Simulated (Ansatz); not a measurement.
LDA, PBE, PBEsol and r²SCAN on Cu

```xyz
1
Lattice="0.0000 1.8075 1.8075 1.8075 0.0000 1.8075 1.8075 1.8075 0.0000" Properties=species:S:1:pos:R:3 pbc="T T T"
Cu    0.0000    0.0000    0.0000
```

Conventional cell: a = 3.615 Å, b = 3.615 Å, c = 3.615 Å, α = 90.00°, β = 90.00°, γ = 90.00°. Cu (atom 1) is surrounded by 12 Cu at 2.56 Å.

The cell is COD entry 5000216, as deposited and not checked against the literature; nothing was relaxed.

One fixed cell is solved with several functionals by PAW with the default files in Ansatz 0.2.0, scalar-relativistically. A positive pressure means that the functional wants a larger cell.

The PAW files were made with PBE; their cores are remade for each functional.

The runs use a Γ-centred 19×19×19 k mesh, Fermi–Dirac smearing of 0.08 eV, cutoff 420 eV, no spin polarisation.

Cutoffs: PBE 420 eV, LDA 420 eV, PBEsol 420 eV, r²SCAN 500 eV.

| setting | P (GPa) | lowest level at Γ above −25 eV, from the valence-band top or, without a gap, the Fermi level (eV) |
| --- | --- | --- |
| PBE | ? | -9.46 |
| LDA | ? | -9.46 |
| PBEsol | -6.54 | -9.48 |
| r²SCAN | -4.86 | -9.77 |

**Question.** Fill in "P (GPa)" for the row "PBE".

**Answer.** 1.72.

**Question.** What belongs in the row "LDA", column "P (GPa)"?

**Answer.** -12.59.
